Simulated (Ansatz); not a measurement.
# Ni: energy and pressure over a range of volumes

The task here is to estimate one member of a computed series from the others.

Computed with Ansatz 0.2.0 (DFT PBE, scalar-relativistic, unless a step's input says otherwise).

### The structure to begin with

It takes space group Fm-3m (No. 225, cubic). Conventional cell: a = 3.536 Å, b = 3.536 Å, c = 3.536 Å, α = 90.00°, β = 90.00°, γ = 90.00°. Ni (site symmetry m-3m) is surrounded by 12 Ni at 2.50 Å.

Structure file:

```cif
data_structure
_symmetry_space_group_name_H-M 'Fm-3m'
_symmetry_Int_Tables_number 225
_cell_length_a 3.5359
_cell_length_b 3.5359
_cell_length_c 3.5359
_cell_angle_alpha 90.000
_cell_angle_beta 90.000
_cell_angle_gamma 90.000
_cell_volume 44.21
loop_
_atom_site_label
_atom_site_type_symbol
_atom_site_symmetry_multiplicity
_atom_site_Wyckoff_symbol
_atom_site_fract_x
_atom_site_fract_y
_atom_site_fract_z
_atom_site_occupancy
Ni1 Ni 4 a 0.00000 0.00000 0.00000 1
```

The file gives the conventional cell by its symmetry; the runs use the cell typed in the input.

The first run:

input.yaml reads:

```yaml
crystal:
  lattice:
    - [0.0, 1.7318592609, 1.7318592609]
    - [1.7318592609, 0.0, 1.7318592609]
    - [1.7318592609, 1.7318592609, 0.0]
  atoms:
    - { symbol: Ni, position: [0.0, 0.0, 0.0], spin: 1.5 }
magnetization:
  spin_polarized: true
kpoints:
  mp_grid: { grid: [20, 20, 20] }
  band_path:
    path:
      - [0.0, 0.0, 0.0]
      - [0.5, 0.0, 0.5]
      - [0.625, 0.25, 0.625]
      - [0.375, 0.375, 0.75]
      - [0.0, 0.0, 0.0]
      - [0.5, 0.5, 0.5]
      - [0.5, 0.25, 0.75]
      - [0.5, 0.0, 0.5]
    npoints: 5
scf:
  occupations: { method: fermi_dirac, width: 0.05 }
hamiltonian:
  xc: pbe
  pseudopotentials: { kind: all_electron, lapw: { basis_error: 0.00025 } }
output:
  forces: true
  stress: true
  eigenvalues: true
```

Launch:

```
> ansatz run input.yaml --threads 1 --pin off --max-ram 3072MiB --backend cpu --events-out ev --progress --plain --runs-dir out
```

Steps of the session up to this table: Volume × 0.94, LAPW; Volume × 0.94, PAW; Volume × 0.94, crystal datasets; Volume × 0.98, LAPW; Volume × 0.98, PAW; Volume × 0.98, crystal datasets; Volume × 1.01, LAPW; Volume × 1.01, PAW; Volume × 1.01, crystal datasets; Volume × 1.04, LAPW; Volume × 1.04, PAW; Volume × 1.04, crystal datasets.

One table of the session follows, with a row left open; its other results are not shown here.

It belongs to the step «Fits». 

```
          method  volume (Å³/atom)  moment Ni (μB)
            LAPW            10.389            0.65
            LAPW            10.831               ?
            LAPW            11.162            0.67
            LAPW            11.494            0.67
             PAW            10.389            0.67
             PAW            10.831            0.68
             PAW            11.162            0.68
             PAW            11.494            0.69
crystal datasets            10.389            0.67
crystal datasets            10.831            0.68
crystal datasets            11.162            0.68
crystal datasets            11.494            0.69
```

Q: Estimate the row for LAPW, 10.831 from the others.

**Answer.** moment Ni (μB): 0.66. In the column «moment Ni (μB)» it lies between LAPW, 10.389 (0.65) and LAPW, 11.162 (0.67).

Limits of these values: Other magnetic orders may lie lower; this is the state that the run reached. Warnings in the runs' records: printed levels off, crystal datasets made.
